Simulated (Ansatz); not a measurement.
TiCo:

```
Co Ti
1.0
     2.98611    0.00000    0.00000
     0.00000    2.98611    0.00000
     0.00000    0.00000    2.98611
Co Ti
1 1
Direct
  0.50000 0.50000 0.50000
  0.00000 0.00000 0.00000
```

The cell comes from a database or a generator and needn't be the stable form of this composition.

Base run:

```yaml
Program: Ansatz 0.2.0
Functional: PBE
Potentials_or_basis: all-electron LAPW, scalar-relativistic
Cutoff: 279 eV (chosen from the basis error)
Basis_error_allowed: 0.001 eV/atom
k_mesh: 9 × 9 × 9
Occupations: fermi-dirac, width 0.05 eV
Spin: collinear spin, ferromagnetic start
Starting_moments: "[2.0, 1.0] μB"
```

Its results: pressure -0.5 GPa; net moment 0.83 μB per cell; site moments Co +0.94; Ti -0.04 μB.

The run is repeated on the same cell with these changes: functional from PBE to PBEsol. What comes out?

Pressure -8.1 GPa; net moment 0.73 μB per cell; site moments Co +0.82; Ti -0.04 μB.

PBEsol binds more tightly than PBE, so the same cell stands under less pressure.
